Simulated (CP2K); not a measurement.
# Se in CP2K: the effect of functional

Crystal: Se.

```
Se
1.0
     4.36620    0.00000    0.00000
    -2.18310    3.78124    0.00000
     0.00000    0.00000    4.95360
Se
3
Cartesian
  1.6910 2.9289 0.0000
  -0.4921 0.8523 3.3024
  0.9841 0.0000 1.6512
```

Alike in all runs:

```yaml
Program: CP2K 2026.2
Task: band structure
Potentials_or_basis: POTENTIAL_UZH Se GTH-PBE-q6; TZVP-MOLOPT-PBE-GTH basis
Density_cutoff: 9184 eV
k_mesh: 7 × 7 × 6
Occupations: fermi-dirac, width 0.05 eV
Spin: no spin polarisation
```

| functional | gap on the mesh (eV) | pressure (GPa) | largest force (eV/Å) |
| --- | --- | --- | --- |
| PBE | 1.20 | 3.6 | 0.63 |
| LDA | 1.04 | 1.4 | 0.85 |
| PBEsol | ? | ? | ? |
| PW91 | 1.20 | 3.7 | 0.67 |
| OLYP | 1.29 | 4.8 | 0.13 |
| RPBE | 1.25 | 4.9 | 0.51 |
| HLE17 | 1.61 | 0.4 | 0.43 |

Question: What does the run with functional PBEsol give?

Answer: gap on the mesh 1.10 eV; pressure 1.9 GPa; largest force 0.74 eV/Å.

Caveats: the mesh misses the band edges, which the band path finds closer together; the basis of atomic orbitals isn't converged, which shifts pressures, moduli and gaps; the potentials were made for another functional, which shifts forces and pressure (some runs); the potentials were made for a functional far from this one (some runs).
